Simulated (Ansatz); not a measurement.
**HgS (F-43m): the size of the finite step**

```
CELL_PARAMETERS angstrom
0.00000 2.96420 2.96420
2.96420 0.00000 2.96420
2.96420 2.96420 0.00000
ATOMIC_POSITIONS crystal
Hg 0.00000 0.00000 0.00000
S 0.75000 0.75000 0.75000
```

Conventional cell: a = 5.928 Å, b = 5.928 Å, c = 5.928 Å, α = 90.00°, β = 90.00°, γ = 90.00°. Hg (atom 1) has 4 S at 2.57 Å as nearest neighbours. S (atom 2) is surrounded by 4 Hg at 2.57 Å.

Level of theory, where no other is named: r²SCAN, PAW on Ansatz 0.2.0's default frozen-core files (fitted under PBE), scalar-relativistic. k mesh 12×12×12, strains of ±0.005, Fermi-Dirac smearing of 0.050 eV, cutoff 500 eV. The cell was relaxed by PAW under this functional.

Elastic constants come from stresses at strains of ±0.005 (and twice that, four-point stencil): C11 = 68.5, C12 = 53.5, C44 = 22.6 GPa. What does an amplitude of 0.02 give?

C11 = 68.5, C12 = 53.5, C44 = 22.5 GPa. Nothing moves by 1 %: the four-point stencil cancels the leading anharmonic error.

Limits of these numbers: frozen-core PAW files fitted under PBE, their cores solved anew for the functional of the run; the gap is closed or tiny at this level, so small that the run used smearing; responses move with mesh and smearing; no spin-orbit coupling on heavy atoms; this zinc-blende form is metastable at ambient conditions; the softest shear constant rests on one k mesh, and a soft shear can herald a distortion on cooling.
